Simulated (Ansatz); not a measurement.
# Step by step: formation energy of GeO2 (quartz type, P3₂21) from the elements

We look at the formation energy of GeO2 (quartz type, P3₂21) from the elements. Reaction: Ge (diamond) + O2 (gas) → GeO2 (quartz type). The sign is products less reactants. The value is per atom of the solid.

GeO2 (quartz type, P3₂21), 9 atoms in the cell. Conventional cell: a = b = 5.092 Å, c = 5.769 Å, α = β = 90.00°, γ = 120.00°.

Ansatz (a quantum-chemistry and plane-wave program) with PAW potentials; structures come from PBE relaxations, nuclei static, no net charge. Ansatz runs with its PAW set soft_1. Other levels take these structures. The lattices are those relaxed with PBE, so at other levels the solids can be strained, which adds to the spread. A dispersion term (D3(BJ), or D4 for r2SCAN) was computed beside these levels and is taken off wherever the name lacks it. Space groups of crystals are read within 0.01 Å.

Total energies of the cells in eV, at zero smearing width. They compare only within one column; the weights balance every element.

| cell | atoms | weight | r2SCAN | PBEsol |
|---|---|---|---|---|
| GeO2 (quartz type) | 9 | +1 | -16320.36369 | -16125.10237 |
| Ge (diamond) | 2 | −3/2 | -8605.80752 | -8506.98482 |
| O2 (gas) | 2 | −3 | -1131.97288 | -1116.58054 |

r2SCAN: (-16320.36369) − 3/2 × (-8605.80752) − 3 × (-1131.97288) = -15.734 eV; dividing by 9 atoms gives -1.75 eV/atom.

PBEsol: (-16125.10237) − 3/2 × (-8506.98482) − 3 × (-1116.58054) = -14.884 eV; dividing by 9 atoms gives -1.65 eV/atom.

What follows from the r2SCAN value: A formula unit of GeO2 has 3 atoms, so it forms with -1.7482 × 3 = -5.245 eV, or -506.1 kJ/mol at 96.485 kJ/mol per eV.
